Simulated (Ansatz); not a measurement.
## Ti3SiC2 under a change: pressure 5 GPa

Base system: Ti3SiC2 (space group P6_3/mmc, No. 194; a = 3.073 Å, c = 17.723 Å).

The change: a hydrostatic pressure of 5 GPa.

The values are results of PBE/PAW in Ansatz (a program for electronic structure), scalar-relativistic without spin-orbit coupling, not measurements. Settings: 14×14×3 k-points, 0.05 eV Fermi–Dirac smearing.

The volume per atom shrinks by 0.31 Å³, from 12.08 Å³ to 11.77 Å³ and the density goes up by 0.117 g/cm³ to 4.60 g/cm³. The lattice parameter a decreases by 0.0265 Å (3.073 Å → 3.046 Å) and the c/a ratio hardly moves (5.768 against 5.769). The shortest interatomic distance decreases by 0.013 Å (2.092 Å → 2.079 Å) and the enthalpy H = E + PV relative to the base's energy amounts to +0.37 eV/atom. The band gap remains zero.

Load acts through the strain it causes; cell and atoms are relaxed under it. No phonon test of stability was made. No other phases were tried under pressure. The final runs are not spin-polarised.
